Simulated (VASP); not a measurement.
Crystal: HfO2.

```xyz
6
Lattice="4.8135 0.0000 0.0000 0.0000 4.8135 0.0000 0.0000 0.0000 3.2054" Properties=species:S:1:pos:R:3 pbc="T T T"
Hf    2.4068    2.4068    1.6027
Hf    0.0000    0.0000    0.0000
O     3.8751    0.9384    1.6027
O     3.3452    3.3452    0.0000
O     1.4683    1.4683    0.0000
O     0.9384    3.8751    1.6027
```

Measurements of this composition are mostly on another form, of space group No. 14.

| Item | Value |
| --- | --- |
| Program | VASP 6.6.1 |
| Task | relaxation of cell and atoms |
| Functional | PBE |
| Potentials or basis | VASP PAW PBE potentials, release 54 (Hf_pv, O) |
| Cutoff | 600 eV |
| k mesh | 6 × 6 × 8 |
| Occupations | fermi-dirac, width 0.05 eV |
| Spin | no spin polarisation |

At the start: pressure 5.4 GPa; volume 12.38 Å³/atom.

Task: Where does the relaxation end?

Result: Over 5 steps the energy falls by 4.9 meV/atom and the volume is 12.67 Å³/atom (+2.4 %); space group P4_2/mnm (No. 136, to 0.05 Å).

Step by step:
```
step  energy change (eV)  largest force (eV/Å)  pressure (GPa)  volume (Å³)
   1              0.0000                0.0288            5.37        74.27
   2              0.0410                0.1833           -7.48        78.82
   3             -0.0283                0.0599           -0.11        76.00
   4             -0.0283                0.0578            0.11        75.96
   5             -0.0292                0.0133            0.10        76.05
```

Final structure:
```
Hf O
1.0
     4.85705    0.00000    0.00000
     0.00000    4.85705    0.00000
     0.00000    0.00000    3.22357
Hf O
2 4
Direct
  0.50000 0.50000 0.50000
  0.00000 0.00000 0.00000
  0.80532 0.19468 0.50000
  0.69468 0.69468 0.00000
  0.30532 0.30532 0.00000
  0.19468 0.80532 0.50000
```
